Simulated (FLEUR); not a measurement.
# HfN (P6_3/mmc) in FLEUR: a series of runs, part 2 of 2

FLEUR MaX-R8.1 (later development tree).

### 3 Equation of state, PBEsol, 11.06 Å³/atom (volume scaled by 0.96)

Input file inp.xml:

```xml
<?xml version="1.0" encoding="UTF-8" standalone="no"?>
<fleurInput fleurInputVersion="0.39">
   <comment>
      HfN                                                                                                 
   </comment>
   <calculationSetup>
      <cutoffs Kmax="4.9" Gmax="15.2" GmaxXC="15.2" numbands="0"/>
      <scfLoop itmax="60" minDistance="0.00001" maxIterBroyd="15" imix="Anderson" alpha="0.05" precondParam="0.0" spinf="2.0" sdNocoIR="T"/>
      <coreElectrons ctail="T" frcor="F" kcrel="0" coretail_lmax="0"/>
      <xcFunctional name="PBEs" relativisticCorrections="F"/>
      <magnetism jspins="1"/>
      <soc l_soc="F" theta="0.0" phi="0.0" spav="F"/>
      <expertModes spex="0" secvar="F"/>
      <geometryOptimization l_f="F" forcealpha="1.0" forcemix="BFGS" epsdisp="0.0005" epsforce="0.0002"/>
      <ldaU l_linMix="F" mixParam="0.05" spinf="1.0"/>
   </calculationSetup>
   <cell>
      <bzIntegration valenceElectrons="62.0" mode="hist" fermiSmearingEnergy="0.00183747">
         <kPointListSelection listName="default-1"/>
         <!-- k-points included here -->
         <xi:include xmlns:xi="http://www.w3.org/2001/XInclude" href="kpts.xml"> </xi:include>
      </bzIntegration>
      <!-- symmetry operations included here -->
      <xi:include xmlns:xi="http://www.w3.org/2001/XInclude" href="sym.xml"> </xi:include>
      <bulkLattice scale="0.9864848297">
         <bravaisMatrix>
            <row-1>    5.9222278610779382     0.0000000000000000     0.0000000000000000</row-1>
            <row-2>   -2.9611139306334557     5.1287997747138103     0.0000000000000000</row-2>
            <row-3>    0.0000000000000000     0.0000000000000000    10.2362074713739784</row-3>
         </bravaisMatrix>
      </bulkLattice>
   </cell>
   <atomSpecies>
      <species name="Hafnium (Hf)" element="Hf" atomicNumber="72">
         <mtSphere radius="2.37" gridPoints="807" logIncrement="0.016"/>
         <atomicCutoffs lmax="10" lnonsphr="10"/>
         <electronConfig flipSpins="F">
            <coreConfig>(1s1/2) (2s1/2) (2p1/2) (2p3/2) (3s1/2) (3p1/2) (3p3/2) (4s1/2) (3d3/2) (3d5/2) (4p1/2) (4p3/2) (4d3/2) (4d5/2)</coreConfig>
            <valenceConfig>(5s1/2) (5p1/2) (5p3/2) (6s1/2) (4f5/2) (4f7/2) (5d3/2) (5d5/2)</valenceConfig>
            <stateOccupation state="(5d3/2)" spinUp="0.400000" spinDown="0.400000"/>
            <stateOccupation state="(5d5/2)" spinUp="0.600000" spinDown="0.600000"/>
         </electronConfig>
         <energyParameters s="6" p="6" d="5" f="4"/>
         <lo type="SCLO" l="0" n="5" eDeriv="0"/>
         <lo type="SCLO" l="1" n="5" eDeriv="0"/>
         <lo type="SCLO" l="2" n="5" eDeriv="2"/>
         <lo type="SCLO" l="3" n="4" eDeriv="2"/>
      </species>
      <species name="Nitrogen (N)" element="N" atomicNumber="7">
         <mtSphere radius="1.47" gridPoints="499" logIncrement="0.021"/>
         <atomicCutoffs lmax="8" lnonsphr="8"/>
         <electronConfig flipSpins="F">
            <coreConfig>(1s1/2)</coreConfig>
            <valenceConfig>(2s1/2) (2p1/2) (2p3/2)</valenceConfig>
            <stateOccupation state="(2p1/2)" spinUp="0.500000" spinDown="0.500000"/>
            <stateOccupation state="(2p3/2)" spinUp="1.000000" spinDown="1.000000"/>
         </electronConfig>
         <energyParameters s="2" p="2" d="3" f="4"/>
         <lo type="SCLO" l="0" n="2" eDeriv="2"/>
         <lo type="SCLO" l="1" n="2" eDeriv="2"/>
         <lo type="SCLO" l="2" n="3" eDeriv="2"/>
      </species>
   </atomSpecies>
   <atomGroups>
      <atomGroup species="Hafnium (Hf)">
         <relPos label="                   1">1.000/3.000 -1.000/3.000 1.000/4.000</relPos>
         <relPos label="                   2">-1.000/3.000 1.000/3.000 -1.000/4.000</relPos>
         <force calculate="T" relaxXYZ="TTT"/>
      </atomGroup>
      <atomGroup species="Nitrogen (N)">
         <relPos label="                   3">.0000000000 .0000000000 1.000/2.000</relPos>
         <relPos label="                   4">.0000000000 .0000000000 .0000000000</relPos>
         <force calculate="T" relaxXYZ="TTT"/>
      </atomGroup>
   </atomGroups>
   <output dos="F" band="F" slice="F">
      <checks vchk="F" cdinf="F"/>
      <bandDOS minEnergy="-.5*Htr" maxEnergy="0.5*Htr" sigma="0.015" storeEVData="T"/>
      <vacuumDOS vacdos="F" integ="F" star="F" nstars="0" locx1="0.0" locy1="0.0" locx2="0.0" locy2="0.0" nstm="0" tworkf="0.0"/>
      <unfoldingBand unfoldBand="F" supercellX="1" supercellY="1" supercellZ="1"/>
      <plotting iplot="0" polar="F">
         <plot TwoD="T" vec1="  1.0  0.0  0.0" vec2="  0.0  1.0  0.0" vec3="  0.0  0.0  1.0" zero="  0.0  0.0  0.0" file="plot"/>
      </plotting>
      <chargeDensitySlicing numkpt="0" minEigenval="0.0" maxEigenval="0.0" nnne="0" pallst="F"/>
      <specialOutput eonly="F"/>
      <moessbauerParams electricFieldGradient="T" isomerShift="T" coreHyperfine="T" valenceHyperfine="T"/>
      <magneticCircularDichroism mcd="F" energyLo="-10.0" energyUp="0.0"/>
   </output>
  <!-- We include the file relax.xml here to enable relaxations (see documentation) -->
  <xi:include xmlns:xi="http://www.w3.org/2001/XInclude" href="relax.xml"> <xi:fallback/> </xi:include>
</fleurInput>
```

Potentials or basis: all-electron, FLAPW.

Launch:

```console
$ inpgen -f crystal.txt -profile fastHighL
$ # inp.xml edited to the form shown
$ fleur_MPI
```

Wall time 2.2 min (1 thread of Intel Xeon Platinum 8259CL at 2.50GHz (Skylake/Cascade Lake), shared host); peak memory 0.09 GiB.

Results (log left out):

* Free energy: -824395.0717 eV
* Band gap on the k mesh: none (metal or under the smearing width)
* Valence electrons inside the program's atomic spheres: Hf 23.58; N 3.56 (radii Hf 2.37, N 1.47 bohr)

### 4 Equation of state, PBEsol, 11.29 Å³/atom (volume scaled by 0.98)

Edit inp.xml of step 3 so:

```diff
@@ -24,3 +24,3 @@
       <xi:include xmlns:xi="http://www.w3.org/2001/XInclude" href="sym.xml"> </xi:include>
-      <bulkLattice scale="0.9864848297">
+      <bulkLattice scale="0.9932883884">
          <bravaisMatrix>
```

Launch:

```console
$ inpgen -f crystal.txt -profile fastHighL
$ # inp.xml edited to the form shown
$ fleur_MPI
```

Run time: 2.3 min. Hardware: 1 thread of Intel Xeon Platinum 8259CL at 2.50GHz (Skylake/Cascade Lake), shared host; peak memory 0.09 GiB.

The run converged. Its results:

```yaml
Free_energy: -824395.1081 eV
Band_gap_on_the_k_mesh: none (metal or under the smearing width)
Valence_electrons_inside_the_program's_atomic_spheres: Hf 23.54; N 3.55 (radii Hf 2.37, N 1.47 bohr)
```

### 5 Equation of state, PBEsol, 11.52 Å³/atom

Edit inp.xml of step 4 so:

```diff
@@ -24,3 +24,3 @@
       <xi:include xmlns:xi="http://www.w3.org/2001/XInclude" href="sym.xml"> </xi:include>
-      <bulkLattice scale="0.9932883884">
+      <bulkLattice scale="1.0000000000">
          <bravaisMatrix>
```

Launch:

```console
$ inpgen -f crystal.txt -profile fastHighL
$ # inp.xml edited to the form shown
$ fleur_MPI
```

Wall time 2.4 min (1 thread of Intel Xeon Platinum 8259CL at 2.50GHz (Skylake/Cascade Lake), shared host); peak memory 0.09 GiB.

It converged, with:

* Free energy: -824395.1099 eV
* Band gap on the k mesh: none (metal or under the smearing width)
* Valence electrons inside the program's atomic spheres: Hf 23.50; N 3.53 (radii Hf 2.37, N 1.47 bohr)

### 6 Equation of state, PBEsol, 11.75 Å³/atom (volume scaled by 1.02)

Edit inp.xml of step 5 so:

```diff
@@ -24,3 +24,3 @@
       <xi:include xmlns:xi="http://www.w3.org/2001/XInclude" href="sym.xml"> </xi:include>
-      <bulkLattice scale="1.0000000000">
+      <bulkLattice scale="1.0066227096">
          <bravaisMatrix>
```

Potentials or basis: all-electron, FLAPW.

Launch:

```console
$ inpgen -f crystal.txt -profile fastHighL
$ # inp.xml edited to the form shown
$ fleur_MPI
```

Wall time 2.4 min (1 thread of Intel Xeon Platinum 8259CL at 2.50GHz (Skylake/Cascade Lake), shared host); peak memory 0.09 GiB.

Results (log left out):

| Quantity | Value |
| --- | --- |
| Free energy | -824395.0815 eV |
| Band gap on the k mesh | none (metal or under the smearing width) |
| Valence electrons inside the program's atomic spheres | Hf 23.47; N 3.52 (radii Hf 2.37, N 1.47 bohr) |

### 7 Equation of state, PBEsol, 11.98 Å³/atom (volume scaled by 1.04)

Edit inp.xml of step 6 so:

```diff
@@ -24,3 +24,3 @@
       <xi:include xmlns:xi="http://www.w3.org/2001/XInclude" href="sym.xml"> </xi:include>
-      <bulkLattice scale="1.0066227096">
+      <bulkLattice scale="1.0131594038">
          <bravaisMatrix>
```

Launch:

```console
$ inpgen -f crystal.txt -profile fastHighL
$ # inp.xml edited to the form shown
$ fleur_MPI
```

Wall time 2.4 min (1 thread of Intel Xeon Platinum 8259CL at 2.50GHz (Skylake/Cascade Lake), shared host); peak memory 0.09 GiB.

It converged, with:

* Free energy: -824395.0249 eV
* Band gap on the k mesh: none (metal or under the smearing width)
* Valence electrons inside the program's atomic spheres: Hf 23.43; N 3.50 (radii Hf 2.37, N 1.47 bohr)

### 8 Equation of state, PBEsol, 12.21 Å³/atom (volume scaled by 1.06)

Edit inp.xml of step 7 so:

```diff
@@ -24,3 +24,3 @@
       <xi:include xmlns:xi="http://www.w3.org/2001/XInclude" href="sym.xml"> </xi:include>
-      <bulkLattice scale="1.0131594038">
+      <bulkLattice scale="1.0196128224">
          <bravaisMatrix>
```

Launch:

```console
$ inpgen -f crystal.txt -profile fastHighL
$ # inp.xml edited to the form shown
$ fleur_MPI
```

Run time: 2.6 min. Hardware: 1 thread of Intel Xeon Platinum 8259CL at 2.50GHz (Skylake/Cascade Lake), shared host; peak memory 0.09 GiB.

It converged, with:

```
Free energy                                           : -824394.9434 eV
Band gap on the k mesh                                : none (metal or under the smearing width)
Valence electrons inside the program's atomic spheres : Hf 23.40; N 3.49 (radii Hf 2.37, N 1.47 bohr)
```

### 9 Equation of state, PBEsol

Potentials or basis: all-electron, FLAPW.

This step only gathers the single runs of the series.

What came out:

| Item | Value |
| --- | --- |
| Equilibrium volume | 11.42 Å³/atom |
| Bulk modulus at fixed shape and positions | 278 GPa |
| Pressure derivative of the bulk modulus | 4.2 |

Energy against volume, from the lowest point:
```tsv
volume (Å³/atom)	energy (meV/atom)
10.827	28.15
11.057	9.54
11.288	0.44
11.518	0.00
11.749	7.10
11.979	21.23
12.209	41.61
```

Caveat: the cell was scaled at fixed shape and fractional positions, which overstates the stiffness of a crystal with free parameters, most of all of layers and chains. Spin-orbit coupling is left out, which matters for the levels of Hf.
